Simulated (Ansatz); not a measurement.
# Two structures of Zn: comparison of enthalpies under pressure

The task here is to estimate one member of a computed series from the others.

Program: the Python package of Ansatz 0.2.0. Level of theory: DFT PBE, plane waves, PAW. These are calculated values, not measurements.

## The system

Zn Pm-3m: The structure is cubic, space group Pm-3m (No. 221). The conventional cell has a = 2.560 Å, b = 2.560 Å, c = 2.560 Å, α = 90.00°, β = 90.00°, γ = 90.00°. Zn (site symmetry m-3m) has 6 Zn at 2.56 Å as nearest neighbours.

Zn Fd-3m: It takes space group Fd-3m (No. 227, cubic). Conventional cell: a = 5.420 Å, b = 5.420 Å, c = 5.420 Å, α = 90.00°, β = 90.00°, γ = 90.00°. Zn (site symmetry -43m) is surrounded by 4 Zn at 2.35 Å.

The script holds or builds the structure itself.

Set-up of the first run:

File zn.py:

```python
# -*- coding: utf-8 -*-
'''Pressure at which two phases of Zn cross.'''

import warnings

import ansatz
import numpy as np


def sc(a_site, a):
    return (
        ansatz.Lattice.cubic(a)
        .space_group(221)
        .atom(a_site, (0, 0, 0))
    )


def diamond(first, a):
    return (
        ansatz.Lattice.fcc(a)
        .space_group(227, origin_choice=1)
        .atom(first, (0, 0, 0))
        .primitive()
    )


def solve(name, crystal, pressure=0.0):
    calc = (
        crystal.calculation()
        .functional('PBE')
        .basis(16 * ansatz.Ha)
        .kpoints(spacing=0.3)
        .occupations('cold', width=0.05)
    )
    calc = calc.relax(force_tolerance=0.01, max_steps=60, cell=True, pressure=pressure)
    return calc.run()


def volume_per_atom(outcome):
    return abs(np.linalg.det(outcome.lattice.cell_ang)) / len(outcome.lattice.sites)

warnings.simplefilter('ignore')

phases = {}
phases['sc'] = sc('Zn', 2.56)
phases['diamond'] = diamond('Zn', 5.42)

# H = E + PV, with 1 eV per cubic angstrom equal to 160.2 GPa
pressures = [0, 20, 40, 60]
enthalpy, volume = {name: [] for name in phases}, {name: [] for name in phases}
for p in pressures:
    for name, crystal in phases.items():
        o = solve(name, crystal, pressure=p)
        volume[name].append(volume_per_atom(o))
        enthalpy[name].append(o.report['energy_sigma0_ev'] / len(o.lattice.sites) + p * volume[name][-1] / 160.21766)
gap = np.array(enthalpy['diamond']) - np.array(enthalpy['sc'])
rows = [(p, va, vb, 1000 * d) for p, va, vb, d in zip(pressures, volume['sc'], volume['diamond'], gap)]
print('| P (GPa) | V sc (A^3/atom) | V diamond (A^3/atom) | H(diamond) - H(sc) (meV/atom) |')
print('| --- | --- | --- | --- |')
for row in rows:
    print(f'| {row[0]:d} | {row[1]:.3f} | {row[2]:.3f} | {row[3]:+.1f} |')
crossings = [p0 - g0 * (p1 - p0) / (g1 - g0) for p0, p1, g0, g1 in zip(pressures, pressures[1:], gap, gap[1:]) if g0 * g1 < 0]
print('crossing near', [round(float(p), 1) for p in crossings], 'GPa') if crossings else print('no crossing in this range')
```

Started as:

```bash
$ python zn.py
```

Steps of the session up to this table: Running it.

One of the session's tables, all rows but one given; the rest of the session is left out.

Enthalpy H = E + pV of the second structure less the first:

| pressure (GPa) | ΔH (meV/atom) |
| --- | --- |
| 0 | 230.7 |
| 20 | ? |
| 40 | 1151.3 |
| 60 | 1457.5 |

**Question.** Estimate the row for pressure (GPa) = 20.

Worked estimate for «ΔH (meV/atom)». A straight line through the neighbours (0, 230.7) and (40, 1151.3) gives 230.7 + (1151.3 − 230.7) × (20 − 0) / (40 − 0) = 691.0; a parabola fitted to 3 rows on both sides gives 742.4.

As computed: ΔH (meV/atom): 783.8. In «ΔH (meV/atom)» the line misses by -92.8 and the parabola by -41.4.

Caveats from the session: Reading the output:
- At a fixed pressure a relaxation lowers the enthalpy F + PV, while F alone can rise.
- For the metals among these cells the mesh is coarse, so their volumes and pressures are rough.
- Only these two structures are compared, at zero temperature and with their symmetry kept; either may be hypothetical, and another phase may be lower than both.
